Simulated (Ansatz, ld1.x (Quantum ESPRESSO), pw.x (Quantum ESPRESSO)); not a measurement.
Zr: one change to the PAW potential, in the atom and in the bcc crystal

```
Element                 : Zr (Z = 40)
Generator               : ld1.x (Quantum ESPRESSO) 7.5
Type                    : PAW
Functional              : PBE
Relativity              : scalar-relativistic
Frozen core             : [Ar] 3d10
Valence charge          : 12
Reference configuration : 4s2 4p6 4d2 5s0 5p0 (charge +2)
Partial waves           : 4s (bound): rcut 1.70, rcutus 1.85 bohr; 5s (bound, empty): rcut 1.70, rcutus 1.85 bohr; 4p (bound): rcut 2.45, rcutus 2.65 bohr; 5p (bound, empty): rcut 2.45, rcutus 2.65 bohr; 4d (bound): rcut 2.50, rcutus 3.00 bohr; 4d channel at -0.6 Ry: rcut 2.50, rcutus 3.00 bohr
Local potential         : all-electron potential smoothed inside 2.45 bohr (lloc = -1)
Core correction         : Bessel-smoothed model core inside 1.20 bohr
Augmentation charge     : PSQ, inside the norm-conserving radii
```

Change: reference 4s2 4p6 4d2 5s1 5p0.

Cutoffs, loose and tight: the cutoffs (Ry, on a coarse ladder) from which the occupation-weighted sum of valence levels, in a spherical-Bessel basis at the reference potential, stays within 10 and 1 mRy of its value at 400 Ry. They do not see the model core or the augmentation charge, which bear on the density cutoff. Test errors are all-electron minus pseudo excitation energies from the reference, over the configurations 4s2 4p6 4d2 5s2 5p0; 4s2 4p6 4d2 5s1 5p0; 4s2 4p6 4d1 5s0 5p0; 4s2 4p6 4d1 5s2 5p0; 4s1 4p6 4d2 5s2 5p0; 4s2 4p6 4d1 5s2 5p1; 4s2 4p6 4d3 5s1 5p0; variants that change the core or the reference have their own tests.

Crystal test: bcc Zr in pw.x 7.5, no spin, 13³ k-points, Fermi–Dirac smearing 0.01 Ry, cutoffs set for each file from its atomic test. The reference is all-electron LAPW (Ansatz 0.2.0) with the same functional, mesh and smearing; V0 and B0 come from Birch–Murnaghan fits to the pressures at five volumes. Errors are pseudo minus all-electron; Δ is the rms difference of the E(V) curves that follow from these fits, minima aligned, over ±6 % about the mean V0. Mesh and smearing are coarse, so the numbers serve the comparison and aren't converged zero-temperature values; the lattice is a test structure that the element need not adopt.

All-electron: a0 = 3.582 Å (V0 = 22.98 Å³/atom), B0 = 86.4 GPa.

Task: Does the change bring the crystal closer to the all-electron result?

Result: The mean pressure error goes from -0.60 to -1.42 GPa, so the change moves the solid further from the all-electron pressures.

| quantity | base | changed |
| --- | --- | --- |
| outcome (atom) | generated | generated |
| cutoff, loose (atom) | 15 Ry | 18 Ry |
| cutoff, tight (atom) | 21 Ry | 30 Ry |
| bound ghosts (atom) | none | none |
| largest test error (meV) (atom) | -9.7 over the solved tests; 1 of 7 tests not solved or not reliable | +20 over the solved tests; 1 of 7 tests not solved or not reliable |
| cutoffs in pw.x (Ry) | 40/320 | 40/320 |
| a0 (Å) | 3.574 | 3.562 |
| a0 error (%) | -0.24 | -0.56 |
| B0 error (%) | -1.2 | -0.3 |
| Δ (meV/atom) | 3.1 | 7.3 |
| mean pressure error (GPa) | -0.60 | -1.42 |

Base: Atomic configuration tests: 1 of 7 tests not solved or not reliable. Changed file: This is a poor potential for the solid. Atomic configuration tests: 1 of 7 tests not solved or not reliable. The atomic cutoffs weigh occupied waves only.
